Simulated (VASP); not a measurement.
# ZrH (I-4m2) in VASP: further runs

Runs on ZrH. Level: r2SCAN. Tasks: single point.

Program: VASP 6.6.1. These are calculated values, not measurements. Logs are shortened: lines on timing, memory, paths and dates and some standing lists are left out, and cuts for length are marked.

**1. The structure**

It takes space group I-4m2 (No. 119, tetragonal). The conventional cell has a = 3.288 Å, b = 3.288 Å, c = 5.009 Å, α = 90.00°, β = 90.00°, γ = 90.00°. Zr (site symmetry -4m2) has 4 H at 2.07 Å as nearest neighbours. H (site symmetry -4m2) has 4 Zr at 2.07 Å as nearest neighbours.

The cell comes from a database or a generator and needn't be the stable form of this composition.

**2. Single point, r2SCAN**

The input, INCAR:

```
SYSTEM = ZrH
PREC = Accurate
ENCUT = 400
EDIFF = 0.001
ISMEAR = 0
SIGMA = 0.05
LREAL = .FALSE.
LASPH = .TRUE.
NELM = 100
ALGO = Normal
ISIF = 2
LWAVE = .FALSE.
LCHARG = .FALSE.
METAGGA = R2SCAN
LMIXTAU = .TRUE.
NBANDS = 14
ADDGRID = .FALSE.
```

The input, KPOINTS:

```
Automatic mesh
0
G
  6 6 6
  0 0 0
```

The input, POSCAR:

```
ZrH
1.0
   -1.6439080000      1.6439080000      2.5043990000
    1.6439080000     -1.6439080000      2.5043990000
    1.6439080000      1.6439080000     -2.5043990000
Zr H
1 1
Direct
    0.0000000000      0.0000000000      0.0000000000
    0.7500000000      0.2500000000      0.5000000000
```

Potentials or basis: VASP PAW PBE potentials, release 64 (Zr_sv, H_s).

Run with:

```bash
$ cat potpaw_PBE.64/Zr_sv/POTCAR potpaw_PBE.64/H_s/POTCAR > POTCAR
$ mpirun -np 1 vasp_std > vasp.out
```

OUTCAR:

```text
SYSTEM = ZrH
   PREC = Accurate
   ENCUT = 400
   EDIFF = 0.001
   ISMEAR = 0
   LREAL = .FALSE.
   LASPH = .TRUE.
   NELM = 100
   ISIF = 2
   METAGGA = R2SCAN

 Found     30 irreducible k-points:

 Following reciprocal coordinates:
            Coordinates               Weight
  0.000000  0.000000  0.000000      1.000000
  0.166667  0.000000  0.000000      8.000000
  0.333333  0.000000  0.000000      8.000000
  0.500000  0.000000 -0.000000      4.000000
  0.166667  0.166667 -0.000000      8.000000
  0.333333  0.166667  0.000000     16.000000
   k-points           NKPTS =     30   k-points in BZ     NKDIM =     30   number of bands    NBANDS=     14
   number of dos      NEDOS =    301   number of ions     NIONS =      2
   total plane-waves  NPLWV =  13824
   dimension x,y,z NGX =    24 NGY =   24 NGZ =   24
   dimension x,y,z NGXF=    48 NGYF=   48 NGZF=   48
   ions per type =               1   1
   NGX,Y,Z   is equivalent  to a cutoff of  11.68, 11.68, 11.68 a.u.
   NGXF,Y,Z  is equivalent  to a cutoff of  23.35, 23.35, 23.35 a.u.
 SYSTEM =  ZrH
   PREC   = accura    normal or accurate (medium, high low for compatibility)
   ISTART =      0    job   : 0-new  1-cont  2-samecut
   ICHARG =      2    charge: 1-file 2-atom 10-const
   ISPIN  =      1    spin polarized calculation?
   LNONCOLLINEAR =      F non collinear calculations
   LSORBIT =      F    spin-orbit coupling
   LASPH  =      T    aspherical Exc in radial PAW
   ENCUT  =  400.0 eV  29.40 Ry    5.42 a.u.   5.57  5.57  5.57*2*pi/ulx,y,z
   NELM   =    100;   NELMIN=  2; NELMDL= -5     # of ELM steps
   EDIFF  = 0.1E-02   stopping-criterion for ELM
   LREAL  =      F    real-space projection
   EDIFFG = 0.1E-01   stopping-criterion for IOM
   NSW    =      0    number of steps for IOM
   IBRION =     -1    ionic relax: 0-MD 1-quasi-New 2-CG
   NFREE  =      0    steps in history (QN), initial steepest desc. (CG)
   ISIF   =      2    stress and relaxation
   ISYM   =      2    0-nonsym 1-usesym 2-fastsym
   POTIM  = 0.5000    time-step for ionic-motion
   TEBEG  =    0.0;   TEEND  =   0.0 temperature during run
   PSTRESS=    0.0 pullay stress
   NELECT =      13.0000    total number of electrons
   NUPDOWN=      -1.0000    fix difference up-down
   EMIN   =  10.00;   EMAX   =-10.00  energy-range for DOS
   EFERMI =   0.00;   METHOD = LEGACY
   ISMEAR =     0;   SIGMA  =   0.05  broadening in eV -4-tet -1-fermi 0-gaus
   EFERMI_NEDOS =   21; number of points for ismear=-14 and -15
   IALGO  =     38    algorithm
   IMIX   =      4    mixing-type and parameters
     AMIX     =   0.40;   BMIX     =  1.00
     AMIX_MAG =   1.60;   BMIX_MAG =  1.00
  volume/ion in A,a.u.               =      13.54        91.35
  Fermi-wavevector in a.u.,A,eV,Ry     =   1.281985  2.422601 22.360995  1.643487
  Thomas-Fermi vector in A             =   2.414323
   LORBIT       =      0    0 simple, 1 ext, 2 COOP (PROOUT), +10 PAW based schemes
   METAGGA = R2SCAN    functional components
   LHFCALC =     F    Hartree Fock is set to
   AEXX    =    0.0000 exact exchange contribution
   IVDW    =     0    specifies the selected vdW correction
   LEPSILON=     F    determine dielectric tensor
   LRPA    =     F    only Hartree local field effects (RPA)
 non-spin polarized calculation
 Gauss-broadening in eV      SIGMA  =   0.05
  energy-cutoff  :      400.00
  volume of cell :       27.07
 maximum number of plane-waves:       504
 NGX is ok and might be reduce to    24
   NGX = 11   NGY = 11   NGZ = 11

 number of electron      12.9999999 magnetization

 Free energy of the ion-electron system (eV)
  ---------------------------------------------------
  ext. energy  EPLUGINS =         0.00000000
  ---------------------------------------------------
  free energy    TOTEN  =       -26.97463896 eV

  energy without entropy =      -26.97130576  energy(sigma->0) =      -26.97297236

 E-fermi :   7.7743     XC(G=0): -11.6538

 val. band max:        7.7734372979   @ k =   0.3333   0.1667   0.0000
 cond. band min:       7.8194128721   @ k =   0.5000   0.1667   0.0000
 fundamental gap:      0.0459755742
 Fermi energy:         7.7742608884

 k-point     1 :       0.0000    0.0000    0.0000
  band No.  band energies     occupation
      1     -42.8486      2.00000
      2     -19.8506      2.00000
      3     -19.8272      2.00000
      4     -19.8272      2.00000
      5      -0.5982      2.00000
      6       8.0009      0.00000
      7       8.7123      0.00000
      8       8.7123      0.00000
      9      10.2855      0.00000
     10      11.3993      0.00000
     11      11.7359      0.00000
     12      20.7385      0.00000
     13      22.4772      0.00000
     14      22.4772      0.00000

 k-point     2 :       0.1667    0.0000    0.0000
  band No.  band energies     occupation
      1     -42.8271      2.00000
      2     -20.0136      2.00000
      3     -19.8732      2.00000
      4     -19.8409      2.00000
      5      -0.0122      2.00000
      6       7.1539      2.00000
      7       8.4821      0.00000
      8       9.0315      0.00000
      9      10.2974      0.00000
     10      11.0609      0.00000
     11      13.6524      0.00000
     12      19.7527      0.00000
     13      22.5942      0.00000
     14      23.9034      0.00000

 k-point     3 :       0.3333    0.0000    0.0000
  band No.  band energies     occupation
      1     -42.7836      2.00000
      2     -20.3569      2.00000
      3     -19.9314      2.00000
      4     -19.8676      2.00000
      5       1.0124      2.00000
      6       6.5930      2.00000
      7       8.3111      0.00000
      8       9.0998      0.00000
      9      11.3715      0.00000
     10      11.4248      0.00000
     11      14.8104      0.00000
     12      17.8582      0.00000
     13      23.0342      0.00000
     14      23.7149      0.00000

 k-point     4 :       0.5000    0.0000   -0.0000
  band No.  band energies     occupation
      1     -42.7618      2.00000
      2     -20.5220      2.00000
      3     -19.9600      2.00000
      4     -19.8808      2.00000
      5       1.3416      2.00000
      6       7.1116      2.00000
      7       8.0864      0.00000
      8       8.8808      0.00000
      9      12.1642      0.00000
     10      12.4729      0.00000
     11      14.5535      0.00000
     12      15.9994      0.00000
     13      21.1769      0.00000
     14      21.8317      0.00000

 k-point     5 :       0.1667    0.1667   -0.0000
  band No.  band energies     occupation
      1     -42.7994      2.00000
      2     -20.1589      2.00000
      3     -19.9644      2.00000
      4     -19.8850      2.00000
      5       0.7351      2.00000
      6       6.4977      2.00000
      7       8.5377      0.00000
      8       9.2187      0.00000
      9       9.8520      0.00000
     10      11.6521      0.00000
     11      15.4313      0.00000
     12      19.6387      0.00000
     13      21.5640      0.00000
     14      22.4543      0.00000

 k-point     6 :       0.3333    0.1667    0.0000
  band No.  band energies     occupation
      1     -42.7620      2.00000
      2     -20.3870      2.00000
      3     -20.0407      2.00000
      4     -19.9392      2.00000
      5       1.5147      2.00000
      6       6.7171      2.00000
      7       7.7734      1.01858
      8       9.0581      0.00000
      9      11.0432      0.00000
     10      12.8422      0.00000
     11      15.9528      0.00000
     12      17.1438      0.00000
     13      20.1715      0.00000
     14      22.9745      0.00000

 [... further k-points ...]

------------------------ aborting loop because EDIFF is reached ----------------------------------------

  FORCE on cell =-STRESS in cart. coord.  units (eV):
  Direction    XX          YY          ZZ          XY          YZ          ZX
  --------------------------------------------------------------------------------------
  -------------------------------------------------------------------------------------
  Total       -0.5391742     -0.5391742     -0.6078395      0.0000000     -0.0000000      0.0000000
  in kB      -31.9095836    -31.9095836    -35.9733581      0.0000000     -0.0000000      0.0000000
  external PRESSURE =     -33.2641751 kB  Pullay stress =       0.0000000 kB

 VOLUME and BASIS-vectors are now :
 -----------------------------------------------------------------------------
  energy-cutoff  :      400.00
  volume of cell :       27.07
      direct lattice vectors                 reciprocal lattice vectors
    -1.643908000  1.643908000  2.504399000     0.000000000  0.304153274  0.199648698
     1.643908000 -1.643908000  2.504399000     0.304153274  0.000000000  0.199648698
     1.643908000  1.643908000 -2.504399000     0.304153274  0.304153274  0.000000000

 POSITION                                       TOTAL-FORCE (eV/Angst)
 -----------------------------------------------------------------------------------
      0.00000      0.00000      0.00000        -0.000000      0.000000      0.000000
     -0.00000      1.64391      1.25220         0.000000     -0.000000     -0.000000
 -----------------------------------------------------------------------------------
    total drift:                                0.000000     -0.000000      0.000000

  FREE ENERGIE OF THE ION-ELECTRON SYSTEM (eV)
  ---------------------------------------------------
  free  energy   TOTEN  =       -26.9746389650 eV

  energy  without entropy=      -26.9713057558  energy(sigma->0) =      -26.97297236
```

Wall time 12 s (1 thread of Intel Xeon 6975P-C (Granite Rapids), shared host); peak memory 0.14 GiB.

The run converged, but some of its settings lie outside the range that counts as converged, so its numbers aren't taken as properties of the crystal.

What came out:

```yaml
Free_energy: -26.9746 eV
Pressure: -3.3 GPa
Band_gap_on_the_k_mesh: none (metal or under the smearing width)
```

Caveat: the k mesh is coarse (spacing up to 0.45 Å⁻¹), so the values aren't converged; the PAW data sets were made with another functional, which shifts forces and pressure a little.

**3. Single point, r2SCAN**

INCAR, as its differences from that of step 2:

```diff
@@ -3,3 +3,3 @@
 ENCUT = 400
-EDIFF = 0.001
+EDIFF = 1E-4
 ISMEAR = 0
```

KPOINTS is that of step 2.

POSCAR is that of step 2.

Potentials or basis: VASP PAW PBE potentials, release 64 (Zr_sv, H_s).

Run with:

```bash
$ cat potpaw_PBE.64/Zr_sv/POTCAR potpaw_PBE.64/H_s/POTCAR > POTCAR
$ mpirun -np 1 vasp_std > vasp.out
```

Run time: 13 s. Hardware: 1 thread of Intel Xeon 6975P-C (Granite Rapids), shared host; peak memory 0.14 GiB.

These settings aren't checked as converged: the numbers below hold their error.

Results:

```yaml
Free_energy: -26.9746 eV
Pressure: -2.8 GPa
Band_gap_on_the_k_mesh: none (metal or under the smearing width)
```

Caveat: the k mesh is coarse (spacing up to 0.45 Å⁻¹), so the values aren't converged; the PAW data sets were made with another functional, which shifts forces and pressure a little.

**4. Single point, r2SCAN**

INCAR, as its differences from that of step 3:

```diff
@@ -3,3 +3,3 @@
 ENCUT = 400
-EDIFF = 1E-4
+EDIFF = 1E-5
 ISMEAR = 0
```

KPOINTS is that of step 3.

POSCAR is that of step 3.

Run with:

```bash
$ cat potpaw_PBE.64/Zr_sv/POTCAR potpaw_PBE.64/H_s/POTCAR > POTCAR
$ mpirun -np 1 vasp_std > vasp.out
```

It took 14 s on 1 thread of Intel Xeon 6975P-C (Granite Rapids), shared host; peak memory 0.14 GiB.

The run converged, but some of its settings lie outside the range that counts as converged, so its numbers aren't taken as properties of the crystal.

What came out:

* Free energy: -26.9747 eV
* Pressure: -2.0 GPa
* Band gap on the k mesh: none (metal or under the smearing width)

Caveat: the k mesh is coarse (spacing up to 0.45 Å⁻¹), so the values aren't converged; the PAW data sets were made with another functional, which shifts forces and pressure a little.
